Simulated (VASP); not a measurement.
Runs of VASP 6.6.1 on MgB2. Symmetry: P6/mmm, No. 191, hexagonal system. Conventional cell: a = 3.085 Å, b = 3.085 Å, c = 3.523 Å, α = 90.00°, β = 90.00°, γ = 120.00°. Around Mg (site symmetry 6/mmm) lie 12 B at 2.51 Å. Around B (site symmetry -6m2) lie 3 B at 1.78 Å. 

```csv
task,level,potentials or basis,cell,cutoff (eV),gap on the mesh (eV),pressure (GPa),V0 of scaled cells (Å³/atom),relaxed volume (Å³/atom),B0 (GPa)
relaxation of cell and atoms,PBE+D3(BJ),"VASP PAW PBE potentials, release 64 (Mg, B)",relaxed,600,none,0.0,-,9.27,-
equation of state,PBE+D3(BJ),"VASP PAW PBE potentials, release 64 (Mg, B)","P6/mmm, 9.27 Å³/atom",520,-,-,9.27,-,(b)
relaxation of cell and atoms,LDA,"VASP PAW LDA potentials, release 64 (Mg, B)",relaxed,600,none,0.0,-,9.14,-
equation of state,LDA,"VASP PAW LDA potentials, release 64 (Mg, B)","P6/mmm, 9.14 Å³/atom",520,-,-,(a),-,168
```

Alike in all rows: no spin polarisation; k mesh 8 × 8 × 8; smearing fermi-dirac 0.05 eV.

Q: Estimate the missing entries.

A: (a) 9.14; (b) 163.

Caveats: the cell was scaled at fixed shape and fractional positions, which overstates the stiffness of a crystal with free parameters, most of all of layers and chains (some runs); pairwise dispersion overbinds metals, which lowers pressure and volume (some runs).

A gap of «none» marks a metal or a gap under the smearing width.
